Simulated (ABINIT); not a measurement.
The system is I.

```
I
1.0
     3.63503   -2.39502    0.00000
     3.63503    2.39502    0.00000
     0.00000    0.00000    9.79344
I
4
Direct
  0.64930 0.35070 0.38440
  0.14930 0.85070 0.11560
  0.35070 0.64930 0.61560
  0.85070 0.14930 0.88440
```

Base run:

* Program: ABINIT 10.8.3 (patched build)
* Functional: PBEsol
* Potentials or basis: PseudoDojo NC SR PBEsol v0.4.1 standard
* Cutoff: 952 eV
* k mesh: 5 × 5 × 2
* Occupations: fermi-dirac, width 0.05 eV
* Spin: no spin polarisation

Its results: band gap on the k mesh 1.26 eV, indirect (least direct gap 1.33 eV); pressure 0.2 GPa; largest force 0.820 eV/Å.

Problem. The run is repeated on the same cell with these changes: functional from PBEsol to PBE; potentials or basis from PseudoDojo NC SR PBEsol v0.4.1 standard to PseudoDojo NC SR PBE v0.4.1 standard; cutoff from 952 eV to 707 eV. What comes out?

Solution. Band gap on the k mesh 1.30 eV, indirect (least direct gap 1.37 eV); pressure 1.5 GPa; largest force 0.916 eV/Å.

Caveats: spin-orbit coupling is left out, which moves the levels of the heavy elements; an odd mesh through Γ misses points on the zone boundary, where band edges often lie.

Not every run made on this cell is shown here.
